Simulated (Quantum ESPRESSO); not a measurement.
# InAs under changes of volume

One of the cells (27.489 Å³/atom); the others are scaled copies at fixed shape and fractional positions:

```
In As
1.0
     0.00000    3.01800    3.01800
     3.01800    0.00000    3.01800
     3.01800    3.01800    0.00000
In As
1 1
Direct
  0.00000 0.00000 0.00000
  0.75000 0.75000 0.75000
```

```yaml
Program: Quantum ESPRESSO 7.5
Functional: PBE
Dispersion: D3(BJ)
Potentials_or_basis: PseudoDojo 0.4.1 SR PBE standard
Cutoff: 1143 eV
Density_cutoff: 4572 eV
k_mesh: 8 × 8 × 8
Occupations: fermi-dirac, width 0.05 eV
Spin: no spin polarisation
```

| volume (Å³/atom) | energy over the lowest point (meV/atom) | pressure (GPa) |
| --- | --- | --- |
| 25.840 | 56.11 | 7.0 |
| 26.389 | ? | ? |
| 26.939 | 19.21 | 3.8 |
| 27.489 | 8.49 | 2.4 |
| 28.039 | 2.24 | 1.2 |
| 28.588 | 0.00 | 0.1 |
| 29.138 | 1.35 | -0.9 |

**Question.** What does the run at 26.389 Å³/atom give?

**Answer.** Energy over the lowest point 34.91 meV/atom; pressure 5.3 GPa.

Worked out: A Birch-Murnaghan fit of order 3 (a polynomial in V^(-2/3)) to the other rows has its minimum at 28.65 Å³/atom with B0 = V·E''(V) = 54 GPa and B' = 4.6. It gives 34.90 meV/atom at 26.389 Å³/atom, against the run's 34.91, and -dE/dV = 5.4 GPa, against 5.3.

Energies are extrapolated to zero smearing.

Caveats: pairwise dispersion overbinds metals, which lowers pressure and volume (some runs).
